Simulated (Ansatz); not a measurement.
A surface is cut from this relaxed crystal of Ti:

```cif
data_structure
_symmetry_space_group_name_H-M 'Im-3m'
_symmetry_Int_Tables_number 229
_cell_length_a 3.2555
_cell_length_b 3.2555
_cell_length_c 3.2555
_cell_angle_alpha 90.000
_cell_angle_beta 90.000
_cell_angle_gamma 90.000
_cell_volume 34.50
loop_
_atom_site_label
_atom_site_type_symbol
_atom_site_symmetry_multiplicity
_atom_site_Wyckoff_symbol
_atom_site_fract_x
_atom_site_fract_y
_atom_site_fract_z
_atom_site_occupancy
Ti1 Ti 2 a 0.00000 0.00000 0.00000 1
```

Miller indices refer to the conventional cell of Im-3m (No. 229), a = 3.256 Å, b = 3.256 Å, c = 3.256 Å, α = 90.00°, β = 90.00°, γ = 90.00°.

The (100) slab of 7 planes, 9.8 Å thick with 15 Å of vacuum as cut; outer planes Ti (top) and Ti (bottom).

The calculation used Ansatz, DFT PBE, scalar-relativistic, plane waves, PAW. Cutoff 420 eV; k points 11×11×1 on the computed 7-atom cell (Γ-centred); Gaussian smearing, width 0.10 eV; no spin polarisation. The cell repeats along c with a dipole correction in the vacuum.

Results for the relaxed slab:

```
Surface energy (mean of both faces) : 1.59 J/m²
Work function                       : 3.23 eV
```

Relaxation lowers the energy by 0.041 J/m² a face; the largest move is 0.112 Å.

| plane (bottom to top) | atoms | spacing to next, bulk (Å) | relaxed (Å) | change (%) |
| --- | --- | --- | --- | --- |
| 1 | Ti | 1.628 | 1.524 | -6.4 |
| 2 | Ti | 1.628 | 1.610 | -1.1 |
| 3 | Ti | 1.628 | 1.637 | +0.6 |
| 4 | Ti | 1.628 | 1.637 | +0.6 |
| 5 | Ti | 1.628 | 1.610 | -1.1 |
| 6 | Ti | 1.628 | 1.524 | -6.4 |
| 7 | Ti |  |  |  |

The reference crystal is the bcc form of Ti, which isn't its usual structure.